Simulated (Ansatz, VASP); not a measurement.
## InPd in VASP and in Ansatz

Contents of POSCAR:

```
InPd
1.0
    3.2718847800      0.0000000000      0.0000000000
    0.0000000000      3.2718847800      0.0000000000
    0.0000000000      0.0000000000      3.2718847800
In Pd
1 1
Direct
    0.0000000000      0.0000000000      0.0000000000
    0.5000000000      0.5000000000      0.5000000000
```

Contents of INCAR.step1:

```
PREC     = Accurate       # precision mode
ENCUT    = 520            # plane-wave cutoff, eV
ISMEAR   = 0              # smearing method
SIGMA    = 0.15           # smearing width, eV
LREAL    = F              # projectors in reciprocal space
LASPH    = T              # aspherical terms in the spheres
NELM     = 100            # most SCF steps
NBANDS   = 18             # bands
GGA      = PE             # functional
ALGO     = Normal         # electronic algorithm
EDIFF    = 1E-4           # SCF threshold, eV
LWAVE    = T              # write WAVECAR
LCHARG   = F              # write CHGCAR
```

Contents of INCAR.step2:

```
PREC     = Accurate       # precision mode
ENCUT    = 520            # plane-wave cutoff, eV
EDIFF    = 1E-7           # SCF threshold, eV
ISMEAR   = 0              # smearing method
SIGMA    = 0.15           # smearing width, eV
LREAL    = F              # projectors in reciprocal space
LASPH    = T              # aspherical terms in the spheres
NELM     = 100            # most SCF steps
ALGO     = Normal         # electronic algorithm
ISIF     = 2              # what is computed and relaxed
LWAVE    = F              # write WAVECAR
LCHARG   = T              # write CHGCAR
METAGGA  = R2SCAN         # meta-GGA
LMIXTAU  = T            
LELF     = T              # ELF
LVHAR    = T            
NBANDS   = 18             # bands
ISTART   = 1
```

File KPOINTS:

```
regular mesh
0
Gamma
  16 16 16
```

Input for Ansatz:

```yaml
crystal:
  lattice:
    - [3.27188478, 0.0, 0.0]
    - [0.0, 3.27188478, 0.0]
    - [0.0, 0.0, 3.27188478]
  atoms:
    - { symbol: In, position: [0.0, 0.0, 0.0] }
    - { symbol: Pd, position: [0.5, 0.5, 0.5] }
basis:
  ecutwfc: 500
kpoints:
  mp_grid: { grid: [16, 16, 16] }
hamiltonian:
  xc: r2scan
scf:
  occupations: { method: gaussian, width: 0.15 }
output:
  forces: true
  stress: true
  eigenvalues: true
```

The cell comes from a database or a generator and needn't be the stable form of this composition.

Alike in both runs: task single point; functional r2SCAN; k mesh 16 × 16 × 16; occupations gaussian, width 0.15 eV; no spin polarisation.

```csv
,VASP,Ansatz
version,VASP 6.6.1,Ansatz 0.2.0
potentials or method,"VASP PAW PBE potentials, release 64 (In_d, Pd)","scalar-relativistic, plane waves, PAW"
plane-wave cutoff (eV),520,500
valence electrons in the cell,23,31
```

|  | VASP | Ansatz | Ansatz less VASP |
| --- | --- | --- | --- |
| gap on the k mesh at the Fermi level (eV) | none | none | - |
| pressure (GPa) | 0.0 | -0.6 | -0.55 |

A gap of «none» marks a metal or a gap that the smearing closes. The two sets of potentials don't hold the same shells in valence.

Caveats: the PAW data sets were made with another functional, which shifts forces and pressure a little (VASP).
